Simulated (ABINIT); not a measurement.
TaN:

```
CELL_PARAMETERS angstrom
2.93800 0.00000 0.00000
-1.46900 2.54438 0.00000
0.00000 0.00000 2.88300
ATOMIC_POSITIONS crystal
Ta 0.00000 0.00000 0.50000
N 0.66667 0.33333 0.00000
```

Base run:

| Property | Result |
| --- | --- |
| Program | ABINIT 10.8.3 (patched build) |
| Functional | LDA |
| Potentials or basis | PseudoDojo NC SR LDA v0.4.1 standard |
| Cutoff | 952 eV |
| k mesh | 8 × 8 × 7 |
| Occupations | fermi-dirac, width 0.05 eV |
| Spin | no spin polarisation |

Its results: band gap on the k mesh none (metal or under the smearing width); pressure -14.6 GPa.

The run is repeated on the same cell with these changes: functional from LDA to PBEsol; potentials or basis from PseudoDojo NC SR LDA v0.4.1 standard to PseudoDojo NC SR PBEsol v0.4.1 standard; cutoff from 952 eV to 980 eV. What comes out?

Band gap on the k mesh none (metal or under the smearing width); pressure -5.5 GPa.

Caveats: the cutoff is short for stress, so the pressure is rough (some runs).
